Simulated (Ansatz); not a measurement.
VN: pressure and energy less free atoms against volume scale

Results calculated with Ansatz 0.2.0, not measured. Periodic Kohn-Sham DFT of a crystal at fixed atoms, scaled to volume_scale times the given cell; pressure positive in compression, energy less spherical unpolarised free atoms, largest_vzz the field gradient of largest size among the nuclei.

The cell before it is scaled or strained (space group Fm-3m, No. 225):
```
CELL_PARAMETERS angstrom
0.00000 2.06400 2.06400
2.06400 0.00000 2.06400
2.06400 2.06400 0.00000
ATOMIC_POSITIONS crystal
V 0.00000 0.00000 0.00000
N 0.50000 0.50000 0.50000
```

Settings of every row: method all-electron LAPW; functional PBE; relativity scalar; k mesh 14x14x14; filling fermi-dirac; smearing width 0.08 eV; basis error target 1 meV/atom; nucleus gaussian.

Atom:
| element | start moment (bohr magneton) |
| --- | --- |
| V | 1.5 |
| N | 0 |

| row | volume scale | V (Å³/atom) | pressure (GPa) | energy less free atoms (eV/atom) |
| --- | --- | --- | --- | --- |
| 1 | 0.94 | 8.265 | 19.068 | -9.3537 |
| 2 | 0.9405 | 8.27 | 18.858 | -9.3543 |
| 3 | 0.96 | 8.441 | 11.124 | -9.3702 |
| 4 | 0.97 | 8.529 | 7.461 | -9.3753 |
| 5 | 0.98 | 8.617 | 3.99 | -9.3784 |
| 6 | 1 | 8.793 | -2.416 | -9.3792 |
| 7 | 1.01 | 8.881 | -5.369 | -9.3771 |
| 8 | 1.02 | 8.969 | ? | ? |
| 9 | 1.03 | 9.057 | -10.821 | -9.3682 |
| 10 | 1.04 | 9.145 | -13.334 | -9.3615 |
| 11 | 1.06 | 9.32 | -17.971 | -9.3443 |

Cell moment is 0 bohr magneton in every row.

Question: what pressure and energy less free atoms should row 8 give?

Worked fit of pressure. Take u = (V_r/V)^(2/3) − 1 with V_r = 8.705 Å³ an atom, which is twice the finite (Eulerian) strain; such expansions in the strain, on which the Birch-Murnaghan equation of state is built, carry the rest volume and the bulk modulus. The shown rows have u = 0.03518, 0.03477, 0.02074, 0.01371, 0.0068, -0.00668, -0.01326, -0.02608, -0.03234, -0.04449. Least squares give pressure = 0.7014 + 474.799 × u + 1303.44 × u² + 1436 × u³ GPa; a parabola predicts inner rows, each left out in turn, worse (root mean square 0.026 against 0.0085 GPa). The rows lie off it by -0.013, 0.012, 0.002, 0.001, -0.001, -0.003, 0.000, -0.001, 0.005, -0.002 (root mean square 0.006 GPa). The pressure vanishes at u = -0.0015, or V = 8.724 Å³ an atom, and there the bulk modulus at fixed shape and fractions is B = −V dP/dV = (2/3)(1 + u) dP/du = 313 GPa. The withheld row has u = -0.01972, so the fit gives 0.7014 + 474.799 × (-0.01972) + 1303.44 × (-0.01972)² + 1436 × (-0.01972)³ = -8.166 GPa.

The calculation gave -8.168 GPa. The fit lies 0.002 GPa (0.0054 % of the column's range) above it; its largest miss of a shown row is 0.013 GPa.

Worked fit of energy less free atoms. Take u = (V_r/V)^(2/3) − 1 with V_r = 8.705 Å³ an atom, which is twice the finite (Eulerian) strain; such expansions in the strain, on which the Birch-Murnaghan equation of state is built, carry the rest volume and the bulk modulus. The shown rows have u = 0.03518, 0.03477, 0.02074, 0.01371, 0.0068, -0.00668, -0.01326, -0.02608, -0.03234, -0.04449. Least squares give energy less free atoms = −9.3797 + 0.0607 × u + 19.259 × u² eV/atom; a straight line predicts inner rows, each left out in turn, worse (root mean square 0.011 against 3.9e-05 eV/atom). The rows lie off it by 0.0000, 0.0000, 0.0000, -0.0001, 0.0000, 0.0000, 0.0000, 0.0000, 0.0000, 0.0000. Its lowest point lies at u = -0.0016, or V = 8.726 Å³ an atom, and the curvature there gives the bulk modulus at fixed shape and fractions, B = (4/9)(1 + u)² E″(u)/V = 313 GPa. The withheld row has u = -0.01972, so the fit gives −9.3797 + 0.0607 × (-0.01972) + 19.259 × (-0.01972)² = -9.3734 eV/atom.

The calculation gave -9.3734 eV/atom. The fit meets it to the printed digit.
